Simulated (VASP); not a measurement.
# C₂NH₇, nudged elastic band: which settings are enough?

C₂NH₇, molecule in box, 10 atoms in the cell. PBE, nudged elastic band; PAW potentials C, N, H (PBE set). VASP 6.6.1.

Wanted: barrier within 0.02 eV.

Path: methyl rotation in CH3CH2NH2; Moving images: 3.

The series start from Cutoff ENCUT (eV): 400; SCF threshold EDIFF (eV): 1e-5; PREC: Normal; LREAL: no. Each series keeps the choices made before it, and each single choice may use up half of a tolerance. Times cover all steps of a run.

## Cutoff ENCUT (eV)

| Cutoff ENCUT (eV) | Barrier (eV) | Time (s) |
|---|---|---|
| 350 | 0.141 | 86 |
| 400 | 0.139 | 99 |
| 450 | 0.138 | 123 |
| 500 | 0.138 | 137 |
| 550 | 0.138 | 176 |
| 600 (reference) | 0.138 | 154 |

Chosen: 350, the loosest value from which every tighter one stays within half of the tolerance.

## SCF threshold EDIFF (eV)

| SCF threshold EDIFF (eV) | Barrier (eV) | Time (s) |
|---|---|---|
| 0.001 | 0.141 | 65 |
| 0.0001 | 0.142 | 83 |
| 1e-5 | 0.141 | 86 |
| 1e-6 (reference) | 0.141 | 122 |

Chosen: 0.001.

## PREC

| PREC | Barrier (eV) | Time (s) |
|---|---|---|
| Normal | 0.141 | 65 |
| Accurate | 0.141 | 135 |

Chosen: Normal; no other choice that stays within half of the tolerance saves 30 % of the time.

## LREAL

| LREAL | Barrier (eV) | Time (s) |
|---|---|---|
| no | 0.141 | 65 |
| Auto | 0.141 | 82 |

Chosen: no.

## All choices together

| Input | Barrier (eV) | Time (s) |
|---|---|---|
| chosen settings | 0.141 | 65 |
| reference settings throughout | 0.138 | 270 |

The tolerance is met.

## The input

INCAR.step1:
```
SYSTEM = H7C2N
  ALGO = Normal
  EDIFF = 0.001
  EDIFFG = -0.02
  ENCUT = 350
  IBRION = 2
  ISIF = 2
  ISMEAR = 0
  ISYM = 0
  LASPH = .True.
  LCHARG = .False.
  LREAL = .False.
  LWAVE = .False.
  NELM = 100
  NSW = 100
  POTIM = 0.5
  PREC = Normal
  SIGMA = 0.01
```

INCAR.step3, as INCAR.step1 but for:
```
- EDIFFG = -0.02
- IBRION = 2
- ISIF = 2
- NSW = 100
- POTIM = 0.5
+ EDIFFG = -0.05
+ IBRION = 1
+ IMAGES = 3
+ NSW = 200
+ POTIM = 0.3
+ SPRING = -5
```

KPOINTS:
```
k-points
0
Gamma
  1 1 1
```

00/POSCAR:
```
H7C2N
1.0
   10.0000000000      0.0000000000      0.0000000000
    0.0000000000      9.5000000000      0.0000000000
    0.0000000000      0.0000000000      9.0000000000
C N H
2 1 7
Direct
    0.5825807312      0.4718987037      0.5001721550
    0.4612707919      0.5695202568      0.5001708734
    0.3302544131      0.4997554984      0.5001684019
    0.6774145533      0.5313428032      0.5001754490
    0.5820910050      0.4032770701      0.5991382042
    0.5820929551      0.4032771410      0.4012062452
    0.4649108964      0.6396609015      0.4022764730
    0.4649092563      0.6396582962      0.5980683217
    0.3224055267      0.4347942853      0.5911761553
    0.3224072798      0.4347921701      0.4091621593
```

01/POSCAR:
```
H7C2N
1.0
   10.0000000000      0.0000000000      0.0000000000
    0.0000000000      9.5000000000      0.0000000000
    0.0000000000      0.0000000000      9.0000000000
C N H
2 1 7
Direct
    0.5797572087      0.4741111354      0.5003118467
    0.4596541545      0.5707641232      0.5002415281
    0.3299795800      0.4997574369      0.5002029535
    0.6693758334      0.5166144514      0.5558449970
    0.5623801737      0.3721718802      0.5558211407
    0.6148604183      0.4448660447      0.3882841986
    0.4643669024      0.6396982997      0.4023249148
    0.4643116318      0.6396266348      0.5982150861
    0.3226694119      0.4352429286      0.5909559828
    0.3229820943      0.4351241914      0.4095117895
```

02/POSCAR:
```
H7C2N
1.0
   10.0000000000      0.0000000000      0.0000000000
    0.0000000000      9.5000000000      0.0000000000
    0.0000000000      0.0000000000      9.0000000000
C N H
2 1 7
Direct
    0.5821730636      0.4716975997      0.5003032621
    0.4611716636      0.5695448628      0.5003032621
    0.3306365636      0.4997102312      0.5003032621
    0.6450950284      0.4883779068      0.5982577128
    0.5503771621      0.3614493295      0.4998285562
    0.6437502734      0.4893922713      0.4015053340
    0.4646277636      0.6384934944      0.4029168176
    0.4646277636      0.6384934944      0.5976897065
    0.3239390636      0.4354089681      0.5906512621
    0.3239390636      0.4354089681      0.4099552621
```

03/POSCAR:
```
H7C2N
1.0
   10.0000000000      0.0000000000      0.0000000000
    0.0000000000      9.5000000000      0.0000000000
    0.0000000000      0.0000000000      9.0000000000
C N H
2 1 7
Direct
    0.5797688458      0.4741031785      0.5001763152
    0.4595728724      0.5706533652      0.5003209154
    0.3299370813      0.4995634732      0.5003709322
    0.6160345616      0.4443771721      0.6115935409
    0.5625988154      0.3724643681      0.4439669041
    0.6686376116      0.5176371694      0.4439529177
    0.4641099372      0.6395358527      0.4023702304
    0.4642494408      0.6394808894      0.5983042842
    0.3228630666      0.4350023986      0.5910637459
    0.3225651763      0.4351592591      0.4095946518
```

04/POSCAR:
```
H7C2N
1.0
   10.0000000000      0.0000000000      0.0000000000
    0.0000000000      9.5000000000      0.0000000000
    0.0000000000      0.0000000000      9.0000000000
C N H
2 1 7
Direct
    0.5827766798      0.4721062839      0.4999823977
    0.4611096222      0.5693021850      0.5003329705
    0.3301728170      0.4993671595      0.5003693357
    0.5828928666      0.4033955320      0.5988779612
    0.5824903369      0.4037438471      0.4008173724
    0.6773495273      0.5321641699      0.4997972621
    0.4645164155      0.6394798270      0.4024841633
    0.4646669675      0.6392381896      0.5983598056
    0.3221659870      0.4345509369      0.5913780455
    0.3221961892      0.4346289954      0.4093151238
```

POSCAR.step1:
```
H7C2N
1.0
   10.0000000000      0.0000000000      0.0000000000
    0.0000000000      9.5000000000      0.0000000000
    0.0000000000      0.0000000000      9.0000000000
C N H
2 1 7
Direct
    0.5822147909      0.4717547758      0.5001714438
    0.4612133909      0.5696020389      0.5001714438
    0.3306782909      0.4997674074      0.5001714438
    0.6761443909      0.5309227758      0.5001714438
    0.5813929909      0.4039482495      0.5984946660
    0.5813929909      0.4039482495      0.4018482215
    0.4646694909      0.6385506705      0.4027849993
    0.4646694909      0.6385506705      0.5975578882
    0.3239807909      0.4354661442      0.5905194438
    0.3239807909      0.4354661442      0.4098234438
```

POSCAR.step2:
```
H7C2N
1.0
   10.0000000000      0.0000000000      0.0000000000
    0.0000000000      9.5000000000      0.0000000000
    0.0000000000      0.0000000000      9.0000000000
C N H
2 1 7
Direct
    0.5820896091      0.4715832474      0.5003032621
    0.4610882091      0.5694305106      0.5003032621
    0.3305531091      0.4995958790      0.5003032621
    0.5829963033      0.4032881689      0.5982577128
    0.5817186157      0.4043944313      0.4015053340
    0.6750917271      0.5323373732      0.4998285562
    0.4645443091      0.6383791421      0.4029168176
    0.4645443091      0.6383791421      0.5976897065
    0.3238556091      0.4352946158      0.5906512621
    0.3238556091      0.4352946158      0.4099552621
```

Commands (each step's output is kept before the next begins):
```
cat potpaw_PBE.64/C/POTCAR potpaw_PBE.64/N/POTCAR potpaw_PBE.64/H/POTCAR > POTCAR
cp INCAR.step1 INCAR
cp POSCAR.step1 POSCAR
mpirun -np 2 vasp_gam > vasp.out
cp POSCAR.step2 POSCAR
mpirun -np 2 vasp_gam > vasp.out
# 00 and 04 hold the relaxed ends, the second shifted as a whole so that the mean position stays; the images between are interpolated (pair-distance (IDPP), through a guessed midpoint)
cp INCAR.step3 INCAR
mpirun -np 3 vasp_gam > vasp.out
```

The chosen input took VASP 6.6.1 65 s on 3 cores (Intel Xeon 6975P-C (Granite Rapids)), a shared host.
